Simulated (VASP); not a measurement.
# BeS in VASP: one cell, several levels of theory

What does VASP give for rocksalt BeS, under +1.8 % shear in the xy plane, the cell held fixed? Runs: PBE, r2SCAN. This is a trial cell built on a prototype, not taken from a measured structure, and it needn't be the compound's ground state.

The runs shown are made with VASP 6.6.1. PAW datasets, plane waves. No spin polarisation. The prototype was imposed, so other structures may be more stable.

## (1) The structure to begin with

The cell comes from an earlier relaxation with r2SCAN in another program, then strained, with the atoms relaxed again.

Space group Immm (No. 71), orthorhombic; a = 3.248 Å, b = 3.306 Å, c = 4.635 Å in the conventional setting, 12.44 Å³ an atom. Near Be stand 6 S at 2.32 Å; near S stand 6 Be at 2.32 Å.

The structure in full:

```xyz
2
Lattice="0.0207 2.3173 2.3173 2.3173 0.0207 2.3173 2.3380 2.3380 0.0000" Properties=species:S:1:pos:R:3 pbc="T T T"
Be    0.0000    0.0000    0.0000
S     2.3380    2.3380    2.3173
```

## (2) Single point with PBE

File INCAR:

```
ENCUT = 520.000000
SIGMA = 0.020000
EDIFF = 1.00e-07
GGA = PE
PREC = Accurate
IBRION = -1
ISIF = 2
ISMEAR = -1
NBANDS = 11
NELM = 120
NSW = 0
LASPH = .TRUE.
LCHARG = .TRUE.
LELF = .TRUE.
LWAVE = .FALSE.
LREAL = .FALSE.
```

File KPOINTS:

```
KPOINTS created by Atomic Simulation Environment
0
Gamma
10 10 10
0 0 0
```

File KPOINTS_OPT:

```
special points
7
Reciprocal
0.0000000000 0.0000000000 0.0000000000 1
0.5000000000 0.0000000000 0.5000000000 1
0.6250000000 0.2500000000 0.6250000000 1
0.3750000000 0.3750000000 0.7500000000 1
0.5000000000 0.5000000000 0.5000000000 1
0.5000000000 0.2500000000 0.7500000000 1
0.1500000000 0.1500000000 0.3000000000 1
```

File POSCAR:

```
Be S
 1.0000000000000000
     0.0207398099250001    2.3172971969249998    2.3172971969252236
     2.3172971969249998    0.0207398099250001    2.3172971969252236
     2.3380370069000000    2.3380370069000000    0.0000000000504478
 Be  S
   1   1
Cartesian
  0.0000000000000000  0.0000000000000000  0.0000000000000000
  2.3380370068750000  2.3380370068750000  2.3172971969504470
```

Potentials: the recommended PBE PAW datasets, 8 valence electrons in the neutral cell.

Run with:

```console
$ mpirun -np 1 vasp_std
```

Printed to the terminal (iteration lines stand in OSZICAR):

```text
POSCAR found type information on POSCAR BeS
 POSCAR found :  2 types and       2 ions
 LDA part: xc-table for (Slater+PW92), standard interpolation
 POSCAR, INCAR and KPOINTS ok, starting setup
 FFT: planning ... GRIDC
 FFT: planning ... GRID_SOFT
 FFT: planning ... GRID
 WAVECAR not read
 entering main loop
 Start KPOINTS_OPT (optional k-point list driver)
k-point batch [1-7\7]
```

OSZICAR:

```text
N       E                     dE             d eps       ncg     rms          rms(c)
DAV:   1     0.193476821835E+02    0.19348E+02   -0.39504E+03  3770   0.634E+02
DAV:   2    -0.786571426300E+01   -0.27213E+02   -0.25774E+02  4978   0.113E+02
DAV:   3    -0.896177546242E+01   -0.10961E+01   -0.10930E+01  4787   0.219E+01
DAV:   4    -0.896755696266E+01   -0.57815E-02   -0.57803E-02  4648   0.186E+00
DAV:   5    -0.896759236157E+01   -0.35399E-04   -0.35398E-04  4915   0.137E-01    0.638E+00
DAV:   6    -0.889202144264E+01    0.75571E-01   -0.18527E-01  4369   0.178E+00    0.428E+00
DAV:   7    -0.889114313674E+01    0.87831E-03   -0.64497E-02  4886   0.122E+00    0.162E+00
DAV:   8    -0.889167940402E+01   -0.53627E-03   -0.60795E-03  4327   0.373E-01    0.291E-01
DAV:   9    -0.889166281481E+01    0.16589E-04   -0.15696E-04  4465   0.804E-02    0.518E-02
DAV:  10    -0.889167632043E+01   -0.13506E-04   -0.20199E-05  4407   0.266E-02    0.689E-03
DAV:  11    -0.889167702161E+01   -0.70118E-06   -0.43087E-06  4623   0.110E-02    0.308E-03
DAV:  12    -0.889167699344E+01    0.28178E-07   -0.14259E-07  4046   0.258E-03
   1 F= -.88916770E+01 E0= -.88916770E+01  d E =-.275934E-10
       N       E                     dE             ncg
DAV:   1     0.200504704994E+04   -0.17181E+04      154
DAV:   2     0.181002489832E+04   -0.19502E+03      178
DAV:   3     0.180132318408E+04   -0.87017E+01      193
DAV:   4     0.180125733498E+04   -0.65849E-01      189
DAV:   5     0.180125667555E+04   -0.65942E-03      202
DAV:   6     0.180125667401E+04   -0.15452E-05      205
DAV:   7     0.180125667400E+04   -0.92300E-08      219
```

The lines after F= are the extra pass for the points of KPOINTS_OPT, at fixed density; their E is not a total energy.

Parts of OUTCAR:

```text
k-points           NKPTS =    171   k-points in BZ     NKDIM =    171   number of bands    NBANDS=     11

   NELECT =       8.0000    total number of electrons

   dimension x,y,z NGX =    24 NGY =   24 NGZ =   28
   dimension x,y,z NGXF=    48 NGYF=   48 NGZF=   56

  energy-cutoff  :      520.00
  volume of cell :       24.89
      direct lattice vectors                 reciprocal lattice vectors
     0.020739810  2.317297197  2.317297197    -0.217717181  0.217717181  0.215768612
     2.317297197  0.020739810  2.317297197     0.217717181 -0.217717181  0.215768612
     2.338037007  2.338037007  0.000000000     0.213854613  0.213854613 -0.215768612

 k-points in reciprocal lattice and weights: KPOINTS created by Atomic Simulation Env
   0.00000000  0.00000000  0.00000000       0.001
   0.10000000  0.00000000 -0.00000000       0.004
   0.20000000  0.00000000 -0.00000000       0.004
   0.30000000 -0.00000000 -0.00000000       0.004
   0.40000000  0.00000000  0.00000000       0.004
   0.50000000  0.00000000 -0.00000000       0.002
   0.10000000  0.10000000 -0.00000000       0.002
   0.20000000  0.10000000 -0.00000000       0.004
[... 163 more k-points ...]

 E-fermi :   7.0239

 k-point     1 :       0.0000    0.0000    0.0000
  band No.  band energies     occupation
      1      -8.4935      2.00000
      2       6.1633      2.00000
      3       6.2931      2.00000
      4       6.4307      2.00000
      5      11.8684      0.00000
      6      15.2422      0.00000
      7      15.4394      0.00000
      8      15.6179      0.00000
      9      16.1528      0.00000
     10      16.1780      0.00000
     11      16.2141      0.00000

 k-point     2 :       0.1000    0.0000   -0.0000
  band No.  band energies     occupation
      1      -8.3436      2.00000
      2       5.4606      2.00000
      3       6.1230      2.00000
      4       6.2929      2.00000
      5      12.2350      0.00000
      6      14.7249      0.00000
      7      14.7583      0.00000
      8      15.0873      0.00000
      9      15.8089      0.00000
     10      16.0303      0.00000
     11      16.6273      0.00000

 k-point     3 :       0.2000    0.0000   -0.0000
  band No.  band energies     occupation
      1      -7.9091      2.00000
      2       3.5807      2.00000
      3       6.0410      2.00000
      4       6.1853      2.00000
      5      12.0057      0.00000
      6      13.0345      0.00000
      7      13.0830      0.00000
      8      15.6970      0.00000
      9      16.8739      0.00000
     10      17.0799      0.00000
     11      17.1668      0.00000

 k-point     4 :       0.3000   -0.0000   -0.0000
  band No.  band energies     occupation
      1      -7.2513      2.00000
      2       1.6245      2.00000
      3       5.9858      2.00000
      4       6.1010      2.00000
      5      11.2996      0.00000
      6      11.6415      0.00000
      7      11.7312      0.00000
      8      16.4660      0.00000
      9      18.3021      0.00000
     10      18.5760      0.00000
     11      18.9090      0.00000

 k-point     5 :       0.4000    0.0000    0.0000
  band No.  band energies     occupation
      1      -6.5431      2.00000
      2       0.0656      2.00000
      3       5.9813      2.00000
      4       6.0704      2.00000
      5      10.7292      0.00000
      6      10.7359      0.00000
      7      10.9052      0.00000
      8      16.6614      0.00000
      9      20.3575      0.00000
     10      20.6375      0.00000
     11      21.0105      0.00000

 k-point     6 :       0.5000    0.0000   -0.0000
  band No.  band energies     occupation
      1      -6.1936      2.00000
      2      -0.5773      2.00000
      3       5.9906      2.00000
      4       6.0686      2.00000
      5      10.4074      0.00000
      6      10.4745      0.00000
      7      10.6807      0.00000
      8      16.7031      0.00000
      9      22.0137      0.00000
     10      22.2608      0.00000
     11      22.4323      0.00000

 k-point     7 :       0.1000    0.1000   -0.0000
  band No.  band energies     occupation
      1      -8.2962      2.00000
      2       5.6906      2.00000
      3       5.7574      2.00000
      4       6.0385      2.00000
      5      12.6381      0.00000
      6      13.5830      0.00000
      7      14.5910      0.00000
      8      15.4196      0.00000
      9      15.5418      0.00000
     10      17.1300      0.00000
     11      17.3053      0.00000

[... the tables of k-points 8 to 171 left out ...]

  Total       -0.0623362     -0.0623362     -0.0723216     -0.3212193     -0.0000000     -0.0000000
  in kB       -4.0133835     -4.0133835     -4.6562695    -20.6810135     -0.0000000     -0.0000000
  external PRESSURE =      -4.2276788 kB  Pullay stress =       0.0000000 kB

 POSITION                                       TOTAL-FORCE (eV/Angst)
 -----------------------------------------------------------------------------------
      0.00000      0.00000      0.00000        -0.000000      0.000000     -0.000000
      2.33804      2.33804      2.31730         0.000000     -0.000000      0.000000
 -----------------------------------------------------------------------------------
    total drift:                               -0.000000     -0.000000      0.000000

  FREE ENERGIE OF THE ION-ELECTRON SYSTEM (eV)
  ---------------------------------------------------
  free  energy   TOTEN  =        -8.8916769934 eV

  energy  without entropy=       -8.8916769934  energy(sigma->0) =       -8.89167699
```

It took 27 s on 1 MPI rank of Intel Xeon Platinum 8488C, shared host; peak memory 0.2 GiB.

The levels at the points of KPOINTS_OPT are read from vasprun.xml.

Levels at the named points, in eV from the top of band v (v: the last filled band by count, c: the next):

```
point    v−1      v     c   c+1
    Γ  -0.41  -0.28  5.16  8.54
    X  -3.28  -3.28  0.87  4.23
    U  -5.26  -2.60  2.14  7.41
    K  -5.32  -2.45  2.25  7.22
    L  -0.60  -0.52  3.82  3.96
    W  -5.53  -4.05  4.80  5.41
```

Gap with PBE: 0.86 eV, valence top at (0.15, 0.15, 0.30), conduction bottom at (0.50, 0.50, 0.00). Least direct gap: 3.97 eV. The pressure is -0.42 GPa; the forces vanish within 0.01 eV/Å.

Axes a, b and c in the maps are those of this run's conventional cell (a, b, c = 3.248, 3.306, 4.635 Å).

Density in a lattice plane of the grid's cell (edges 3.25 and 4.63 Å, at 0.000 of the third edge), which holds Be and S.

Ten even steps from '0' (-0.30 e/Å³) to '9' (1.10 e/Å³):
```
2233333333333332
3333333222333333
3333322222223333
4433322222223334
5543332222233345
7765432222234567
9986543222345689
9998643323346899
4699754333457996
0389854333458983
4699754333457996
9998643323346899
9986543222345689
7765432222234567
5543332222233345
4433322222223334
3333322222223333
3333333222333333
2233333333333332
2233333333333332
```
Columns run along the first of these edges and rows up along the second, over one cell in 16 and 20 even steps from the bottom left corner. Atoms in the plane (fractional): Be at (0.00, 0.00), S at (0.00, 0.50).

ELF in the same plane.

Ten even steps from ' ' (0.00) to '@' (0.87):
```
      ..::::..........::::..    
......::::..............::::....
++==--::....          ....::--==
%%##**==::..          ..::==**##
@@@@%%**--..          ..--**%%@@
@@@@@@%%**--..      ..--**%%@@@@
@@@@@@@@%%**--..  ..--**%%@@@@@@
%%%%@@@@@@##==::..::==##@@@@@@%%
==++%%@@@@%%++::..::++%%@@@@%%++
::--##@@@@%%**::..::**%%@@@@##--
==++%%@@@@%%++::..::++%%@@@@%%++
%%%%@@@@@@##==::..::==##@@@@@@%%
@@@@@@@@%%**--..  ..--**%%@@@@@@
@@@@@@%%**--..      ..--**%%@@@@
@@@@%%**--..          ..--**%%@@
%%##**==::..          ..::==**##
++==--::....          ....::--==
......::::..............::::....
      ..::::..........::::..    
      ..::::::......::::::..    
```
Columns run along the first of these edges and rows up along the second, over one cell in 16 and 20 even steps from the bottom left corner. Atoms in the plane (fractional): Be at (0.00, 0.00), S at (0.00, 0.50).

Both are smooth fields of the valence electrons: close to the nuclei they are not physical.

The highest ELF values outside the cores: 0.88 in the shell around S, 0.9 Å from S.

## (3) Single point with r2SCAN

File INCAR:

```
ENCUT = 520.000000
SIGMA = 0.010000
EDIFF = 1.00e-07
ALGO = Normal
METAGGA = R2SCAN
PREC = Accurate
IBRION = -1
ISIF = 2
ISMEAR = 0
NBANDS = 11
NELM = 120
NSW = 0
LASPH = .TRUE.
LCHARG = .FALSE.
LWAVE = .FALSE.
LREAL = .FALSE.
```

KPOINTS is that of step 2.

KPOINTS_OPT is that of step 2.

POSCAR is that of step 2.

Run with:

```console
$ mpirun -np 1 vasp_std
```

Printed to the terminal (iteration lines stand in OSZICAR):

```text
POSCAR found type information on POSCAR BeS
 POSCAR found :  2 types and       2 ions
 -----------------------------------------------------------------------------
|                                                                             |
|                                                                             |
|     You enforced a specific xc type in the INCAR file but a different       |
|     I HOPE YOU KNOW WHAT YOU ARE DOING!                                     |
|                                                                             |
 -----------------------------------------------------------------------------

 LDA part: xc-table for (None), standard interpolation
 POSCAR, INCAR and KPOINTS ok, starting setup
 FFT: planning ... GRIDC
 FFT: planning ... GRID_SOFT
 FFT: planning ... GRID
 WAVECAR not read
 entering main loop
 Start KPOINTS_OPT (optional k-point list driver)
k-point batch [1-7\7]
```

OSZICAR:

```text
N       E                     dE             d eps       ncg     rms          rms(c)
DAV:   1     0.143126477689E+02    0.14313E+02   -0.40847E+03  3770   0.652E+02
DAV:   2    -0.139587251615E+02   -0.28271E+02   -0.26728E+02  4966   0.117E+02
DAV:   3    -0.150912377269E+02   -0.11325E+01   -0.11295E+01  4799   0.228E+01
DAV:   4    -0.150970691214E+02   -0.58314E-02   -0.58303E-02  4631   0.192E+00
DAV:   5    -0.150971056396E+02   -0.36518E-04   -0.36517E-04  4947   0.145E-01    0.659E+00
DAV:   6    -0.135086234358E+02    0.15885E+01   -0.41670E-01  4227   0.421E+00    0.547E+00
DAV:   7    -0.135429151771E+02   -0.34292E-01   -0.81903E-02  4784   0.198E+00    0.183E+00
DAV:   8    -0.135486482371E+02   -0.57331E-02   -0.58052E-03  4536   0.609E-01    0.304E-01
DAV:   9    -0.135491633375E+02   -0.51510E-03   -0.12329E-03  4324   0.276E-01    0.247E-01
DAV:  10    -0.135491721044E+02   -0.87668E-05   -0.44057E-05  4647   0.686E-02    0.952E-02
DAV:  11    -0.135491711769E+02    0.92747E-06   -0.23154E-05  4427   0.214E-02    0.133E-02
DAV:  12    -0.135491718599E+02   -0.68298E-06   -0.15048E-06  4553   0.969E-03    0.762E-04
DAV:  13    -0.135491718393E+02    0.20594E-07   -0.79840E-08  3079   0.232E-03
   1 F= -.13549172E+02 E0= -.13549172E+02  d E =-.589771E-30
       N       E                     dE             ncg
DAV:   1     0.199675037384E+04   -0.17264E+04      154
DAV:   2     0.179052117077E+04   -0.20623E+03      178
DAV:   3     0.178152707437E+04   -0.89941E+01      193
DAV:   4     0.178146049174E+04   -0.66583E-01      189
DAV:   5     0.178145982923E+04   -0.66251E-03      205
DAV:   6     0.178145982764E+04   -0.15895E-05      202
DAV:   7     0.178145982763E+04   -0.12809E-07      216
```

From OUTCAR:

```text
k-points           NKPTS =    171   k-points in BZ     NKDIM =    171   number of bands    NBANDS=     11

   NELECT =       8.0000    total number of electrons

   dimension x,y,z NGX =    24 NGY =   24 NGZ =   28
   dimension x,y,z NGXF=    48 NGYF=   48 NGZF=   56

  energy-cutoff  :      520.00
  volume of cell :       24.89
      direct lattice vectors                 reciprocal lattice vectors
     0.020739810  2.317297197  2.317297197    -0.217717181  0.217717181  0.215768612
     2.317297197  0.020739810  2.317297197     0.217717181 -0.217717181  0.215768612
     2.338037007  2.338037007  0.000000000     0.213854613  0.213854613 -0.215768612

 k-points in reciprocal lattice and weights: KPOINTS created by Atomic Simulation Env
   0.00000000  0.00000000  0.00000000       0.001
   0.10000000  0.00000000 -0.00000000       0.004
   0.20000000  0.00000000 -0.00000000       0.004
   0.30000000 -0.00000000 -0.00000000       0.004
   0.40000000  0.00000000  0.00000000       0.004
   0.50000000  0.00000000 -0.00000000       0.002
   0.10000000  0.10000000 -0.00000000       0.002
   0.20000000  0.10000000 -0.00000000       0.004
[... 163 more k-points ...]

 E-fermi :   6.5824

 k-point     1 :       0.0000    0.0000    0.0000
  band No.  band energies     occupation
      1      -9.3070      2.00000
      2       6.0314      2.00000
      3       6.1681      2.00000
      4       6.3128      2.00000
      5      12.6286      0.00000
      6      15.6345      0.00000
      7      15.8387      0.00000
      8      16.0192      0.00000
      9      17.0713      0.00000
     10      17.0955      0.00000
     11      17.1316      0.00000

 k-point     2 :       0.1000    0.0000   -0.0000
  band No.  band energies     occupation
      1      -9.1496      2.00000
      2       5.3257      2.00000
      3       5.9865      2.00000
      4       6.1654      2.00000
      5      12.9739      0.00000
      6      15.3124      0.00000
      7      15.3747      0.00000
      8      15.6273      0.00000
      9      16.2997      0.00000
     10      16.5071      0.00000
     11      17.4745      0.00000

 k-point     3 :       0.2000    0.0000   -0.0000
  band No.  band energies     occupation
      1      -8.6940      2.00000
      2       3.3804      2.00000
      3       5.8925      2.00000
      4       6.0439      2.00000
      5      12.6437      0.00000
      6      13.5379      0.00000
      7      13.5963      0.00000
      8      16.4303      0.00000
      9      17.3609      0.00000
     10      17.6414      0.00000
     11      17.9491      0.00000

 k-point     4 :       0.3000   -0.0000   -0.0000
  band No.  band energies     occupation
      1      -8.0047      2.00000
      2       1.3391      2.00000
      3       5.8217      2.00000
      4       5.9424      2.00000
      5      11.8761      0.00000
      6      12.0692      0.00000
      7      12.1766      0.00000
      8      17.3123      0.00000
      9      19.1374      0.00000
     10      19.1467      0.00000
     11      19.5279      0.00000

 k-point     5 :       0.4000    0.0000    0.0000
  band No.  band energies     occupation
      1      -7.2641      2.00000
      2      -0.2904      2.00000
      3       5.8024      2.00000
      4       5.8962      2.00000
      5      11.1168      0.00000
      6      11.1885      0.00000
      7      11.4112      0.00000
      8      17.5121      0.00000
      9      21.2792      0.00000
     10      21.3028      0.00000
     11      21.7444      0.00000

 k-point     6 :       0.5000    0.0000   -0.0000
  band No.  band energies     occupation
      1      -6.8995      2.00000
      2      -0.9618      2.00000
      3       5.8049      2.00000
      4       5.8875      2.00000
      5      10.7833      0.00000
      6      10.8815      0.00000
      7      11.2135      0.00000
      8      17.5513      0.00000
      9      22.6798      0.00000
     10      22.9557      0.00000
     11      23.6125      0.00000

 k-point     7 :       0.1000    0.1000   -0.0000
  band No.  band energies     occupation
      1      -9.1000      2.00000
      2       5.5666      2.00000
      3       5.6115      2.00000
      4       5.9068      2.00000
      5      13.4059      0.00000
      6      14.1457      0.00000
      7      15.0150      0.00000
      8      15.9678      0.00000
      9      16.1479      0.00000
     10      17.9421      0.00000
     11      18.0692      0.00000

[... the tables of k-points 8 to 171 left out ...]

  Total       -0.0166775     -0.0166775     -0.0274109     -0.3439084     -0.0000000     -0.0000000
  in kB       -1.0737430     -1.0737430     -1.7647918    -22.1418016     -0.0000000     -0.0000000
  external PRESSURE =      -1.3040926 kB  Pullay stress =       0.0000000 kB

 POSITION                                       TOTAL-FORCE (eV/Angst)
 -----------------------------------------------------------------------------------
      0.00000      0.00000      0.00000        -0.000000      0.000000     -0.000000
      2.33804      2.33804      2.31730         0.000000     -0.000000      0.000000
 -----------------------------------------------------------------------------------
    total drift:                               -0.000000     -0.000000      0.000000

  FREE ENERGIE OF THE ION-ELECTRON SYSTEM (eV)
  ---------------------------------------------------
  free  energy   TOTEN  =       -13.5491718393 eV

  energy  without entropy=      -13.5491718393  energy(sigma->0) =      -13.54917184
```

Wall time 95 s (1 MPI rank of Intel Xeon Platinum 8488C, shared host); peak memory 0.2 GiB.

The levels at the points of KPOINTS_OPT are read from vasprun.xml.

Levels at the named points, in eV from the top of band v (v: the last filled band by count, c: the next):

```csv
point,v−1,v,c,c+1
Γ,-0.40,-0.25,6.06,9.07
X,-3.38,-3.38,1.22,4.73
U,-5.41,-2.67,2.57,8.03
K,-5.48,-2.51,2.68,7.83
L,-0.64,-0.55,4.35,4.50
W,-5.67,-4.16,5.25,6.10
```

The r2SCAN gap is 1.21 eV and indirect ((0.15, 0.15, 0.30) to (0.50, 0.50, 0.00)), with 4.41 eV as the least direct one. The pressure is -0.13 GPa; the forces vanish within 0.01 eV/Å.

## (4) Results

```
 level  gap (eV)  pressure (GPa)
   PBE      0.86           -0.42
r2SCAN      1.21           -0.13
```

**Reading.** The gap runs from 0.86 eV (PBE) to 1.21 eV (r2SCAN).
